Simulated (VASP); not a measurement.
# La (Im-3m) in VASP: notebook, part 2 of 2

VASP 6.6.1. Earlier steps stand in the parts before.

## Step 3: Single point, r2SCAN

This run uses another cell than the first one, of 38.25 Å³/atom, 1.025 times its volume.

The input, INCAR:

```
PREC = Accurate
ENCUT = 520
EDIFF = 1E-6
ISMEAR = 0
SIGMA = 0.05
LREAL = False
LASPH = True
NELM = 80
ALGO = Normal
ISIF = 2
LWAVE = False
LCHARG = False
METAGGA = R2SCAN
LMIXTAU = True
NBANDS = 12
```

The input, KPOINTS:

```
regular mesh
0
Gamma
  14 14 14
```

The input, POSCAR:

```
La
1.0
   -2.1224783329      2.1224783329      2.1224783329
    2.1224783329     -2.1224783329      2.1224783329
    2.1224783329      2.1224783329     -2.1224783329
La
1
Direct
    0.0000000000      0.0000000000      0.0000000000
```

Potentials or basis: VASP PAW PBE potentials, release 64 (La).

On the command line:

```console
$ cat potpaw_PBE.64/La/POTCAR > POTCAR
$ mpirun -np 1 vasp_std > vasp.out
```

OUTCAR:

```text
PREC = Accurate
   ENCUT = 520
   EDIFF = 1E-6
   ISMEAR = 0
   LREAL = False
   LASPH = True
   NELM = 80
   ISIF = 2
   METAGGA = R2SCAN

 ion  position               nearest neighbor table
   1  0.000  0.000  0.000-

  LATTYP: Found a body centered cubic cell.
 ALAT       =     4.2449566658

  Lattice vectors:

 A1 = (  -2.1224783329,   2.1224783329,   2.1224783329)
 A2 = (   2.1224783329,  -2.1224783329,   2.1224783329)
 A3 = (   2.1224783329,   2.1224783329,  -2.1224783329)

Analysis of symmetry for initial positions (statically):
=====================================================================
 Subroutine PRICEL returns:
 Original cell was already a primitive cell.

 Routine SETGRP: Setting up the symmetry group for a
 body centered cubic supercell.

 Subroutine GETGRP returns: Found 48 space group operations
 (whereof 48 operations were pure point group operations)
 out of a pool of 48 trial point group operations.

The static configuration has the point symmetry O_h .

Analysis of symmetry for dynamics (positions and initial velocities):
=====================================================================
 Subroutine PRICEL returns:
 Original cell was already a primitive cell.

 Routine SETGRP: Setting up the symmetry group for a
 body centered cubic supercell.

 Subroutine GETGRP returns: Found 48 space group operations
 (whereof 48 operations were pure point group operations)
 out of a pool of 48 trial point group operations.

The dynamic configuration has the point symmetry O_h .

 Subroutine INISYM returns: Found 48 space group operations
 (whereof 48 operations are pure point group operations),
 and found     1 'primitive' translations

----------------------------------------------------------------------------------------

                                     Primitive cell

  volume of cell :      38.2463

  direct lattice vectors                    reciprocal lattice vectors
    -2.122478333  2.122478333  2.122478333     0.000000000  0.235573665  0.235573665
     2.122478333 -2.122478333  2.122478333     0.235573665  0.000000000  0.235573665
     2.122478333  2.122478333 -2.122478333     0.235573665  0.235573665  0.000000000

  length of vectors
     3.676240311  3.676240311  3.676240311     0.333151472  0.333151472  0.333151472

  position of ions in fractional coordinates (direct lattice)
     0.000000000  0.000000000  0.000000000

  ion indices of the primitive-cell ions
   primitive index   ion index
                 1           1

----------------------------------------------------------------------------------------

 KPOINTS: regular mesh

Automatic generation of k-mesh.
 Grid dimensions read from file:
 generate k-points for:   14   14   14

 Generating k-lattice:

  Cartesian coordinates                     Fractional coordinates (reciprocal lattice)
     0.000000000  0.016826690  0.016826690     0.071428571  0.000000000  0.000000000
     0.016826690  0.000000000  0.016826690     0.000000000  0.071428571  0.000000000
     0.016826690  0.016826690  0.000000000     0.000000000  0.000000000  0.071428571

  Length of vectors
     0.023796534  0.023796534  0.023796534

  Shift w.r.t. Gamma in fractional coordinates (k-lattice)
     0.000000000  0.000000000  0.000000000

 Subroutine IBZKPT returns following result:
 ===========================================

 Found    104 irreducible k-points:

 Following reciprocal coordinates:
            Coordinates               Weight
  0.000000  0.000000  0.000000      1.000000
  0.071429  0.000000  0.000000     12.000000
  0.142857  0.000000  0.000000     12.000000
  0.214286  0.000000  0.000000     12.000000
  0.285714  0.000000  0.000000     12.000000
  0.357143  0.000000  0.000000     12.000000
[... 16 lines left out ...]
  0.285714  0.285714  0.000000     24.000000
  0.357143  0.285714  0.000000     24.000000
 [... further k-points ...]
   k-points           NKPTS =    104   k-points in BZ     NKDIM =    104   number of bands    NBANDS=     12
   number of dos      NEDOS =    301   number of ions     NIONS =      1
   total plane-waves  NPLWV =  21952
   dimension x,y,z NGX =    28 NGY =   28 NGZ =   28
   dimension x,y,z NGXF=    56 NGYF=   56 NGZF=   56
   ions per type =               1
   NGX,Y,Z   is equivalent  to a cutoff of  12.66, 12.66, 12.66 a.u.
   NGXF,Y,Z  is equivalent  to a cutoff of  25.32, 25.32, 25.32 a.u.
 SYSTEM =  unknown system
   PREC   = accura    normal or accurate (medium, high low for compatibility)
   ISTART =      0    job   : 0-new  1-cont  2-samecut
   ICHARG =      2    charge: 1-file 2-atom 10-const
   ISPIN  =      1    spin polarized calculation?
   LNONCOLLINEAR =      F non collinear calculations
   LSORBIT =      F    spin-orbit coupling
   LASPH  =      T    aspherical Exc in radial PAW
   ENCUT  =  520.0 eV  38.22 Ry    6.18 a.u.   6.84  6.84  6.84*2*pi/ulx,y,z
   NELM   =     80;   NELMIN=  2; NELMDL= -5     # of ELM steps
   EDIFF  = 0.1E-05   stopping-criterion for ELM
   LREAL  =      F    real-space projection
   EDIFFG = 0.1E-04   stopping-criterion for IOM
   NSW    =      0    number of steps for IOM
   IBRION =     -1    ionic relax: 0-MD 1-quasi-New 2-CG
   NFREE  =      0    steps in history (QN), initial steepest desc. (CG)
   ISIF   =      2    stress and relaxation
   ISYM   =      2    0-nonsym 1-usesym 2-fastsym
   POTIM  = 0.5000    time-step for ionic-motion
   TEBEG  =    0.0;   TEEND  =   0.0 temperature during run
   PSTRESS=    0.0 pullay stress
   NELECT =      11.0000    total number of electrons
   NUPDOWN=      -1.0000    fix difference up-down
   EMIN   =  10.00;   EMAX   =-10.00  energy-range for DOS
   EFERMI =   0.00;   METHOD = LEGACY
   ISMEAR =     0;   SIGMA  =   0.05  broadening in eV -4-tet -1-fermi 0-gaus
   EFERMI_NEDOS =   21; number of points for ismear=-14 and -15
   IALGO  =     38    algorithm
   IMIX   =      4    mixing-type and parameters
     AMIX     =   0.40;   BMIX     =  1.00
     AMIX_MAG =   1.60;   BMIX_MAG =  1.00
  volume/ion in A,a.u.               =      38.25       258.10
  Fermi-wavevector in a.u.,A,eV,Ry     =   1.080627  2.042089 15.888266  1.167755
  Thomas-Fermi vector in A             =   2.216623
   LORBIT       =      0    0 simple, 1 ext, 2 COOP (PROOUT), +10 PAW based schemes
   METAGGA = R2SCAN    functional components
   LHFCALC =     F    Hartree Fock is set to
   AEXX    =    0.0000 exact exchange contribution
   IVDW    =     0    specifies the selected vdW correction
   LEPSILON=     F    determine dielectric tensor
   LRPA    =     F    only Hartree local field effects (RPA)
 non-spin polarized calculation
 Gauss-broadening in eV      SIGMA  =   0.05
  energy-cutoff  :      520.00
  volume of cell :       38.25
 maximum number of plane-waves:      1055
   NGX = 13   NGY = 13   NGZ = 13

 number of electron      10.9999999 magnetization

 Free energy of the ion-electron system (eV)
  ---------------------------------------------------
  ext. energy  EPLUGINS =         0.00000000
  ---------------------------------------------------
  free energy    TOTEN  =       -29.62245827 eV

  energy without entropy =      -29.61762907  energy(sigma->0) =      -29.62004367

 E-fermi :   7.7303     XC(G=0): -10.1015

 val. band max:        7.7223436906   @ k =   0.3571   0.2143   0.0000
 cond. band min:       7.7309334387   @ k =  -0.2143   0.2857   0.1429
 fundamental gap:      0.0085897482
 Fermi energy:         7.7302638325

 k-point     1 :       0.0000    0.0000    0.0000
  band No.  band energies     occupation
      1     -26.4541      2.00000
      2      -9.0123      2.00000
      3      -9.0123      2.00000
      4      -9.0123      2.00000
      5       4.3210      2.00000
      6       9.3880      0.00000
      7       9.3880      0.00000
      8       9.3880      0.00000
      9       9.4433      0.00000
     10       9.4433      0.00000
     11       9.4433      0.00000
     12      10.2080      0.00000
[... 331 lines left out ...]
 k-point    24 :       0.3571    0.2857    0.0000
  band No.  band energies     occupation
      1     -26.2290      2.00000
      2     -10.0255      2.00000
      3      -9.8242      2.00000
      4      -9.1798      2.00000
      5       7.0242      2.00000
      6       7.8607      0.00022
      7       8.3074      0.00000
      8       9.6949      0.00000
      9       9.7828      0.00000
     10       9.8785      0.00000
     11      10.1102      0.00000
     12      10.1123      0.00000

 [... further k-points ...]

------------------------ aborting loop because EDIFF is reached ----------------------------------------

  FORCE on cell =-STRESS in cart. coord.  units (eV):
  Direction    XX          YY          ZZ          XY          YZ          ZX
  --------------------------------------------------------------------------------------
  -------------------------------------------------------------------------------------
  Total        0.0053475      0.0053475      0.0053475     -0.0000000      0.0000000     -0.0000000
  in kB        0.2240115      0.2240115      0.2240115     -0.0000000      0.0000000     -0.0000000
  external PRESSURE =       0.2240115 kB  Pullay stress =       0.0000000 kB

 VOLUME and BASIS-vectors are now :
 -----------------------------------------------------------------------------
  energy-cutoff  :      520.00
  volume of cell :       38.25
      direct lattice vectors                 reciprocal lattice vectors
    -2.122478333  2.122478333  2.122478333     0.000000000  0.235573665  0.235573665
     2.122478333 -2.122478333  2.122478333     0.235573665  0.000000000  0.235573665
     2.122478333  2.122478333 -2.122478333     0.235573665  0.235573665  0.000000000

 POSITION                                       TOTAL-FORCE (eV/Angst)
 -----------------------------------------------------------------------------------
      0.00000      0.00000      0.00000        -0.000000      0.000000     -0.000000
 -----------------------------------------------------------------------------------
    total drift:                               -0.000000     -0.000000     -0.000000

  FREE ENERGIE OF THE ION-ELECTRON SYSTEM (eV)
  ---------------------------------------------------
  free  energy   TOTEN  =       -29.6224582665 eV

  energy  without entropy=      -29.6176290673  energy(sigma->0) =      -29.62004367
```

Run time: 3.7 min. Hardware: 1 thread of Intel Xeon Platinum 8259CL at 2.50GHz (Skylake/Cascade Lake), shared host; peak memory 0.22 GiB.

What came out:

* Free energy: -29.6225 eV
* Pressure: 0.0 GPa
* Band gap on the k mesh: none (metal or under the smearing width)

Caveat: the PAW data sets were made with another functional, which shifts forces and pressure a little.
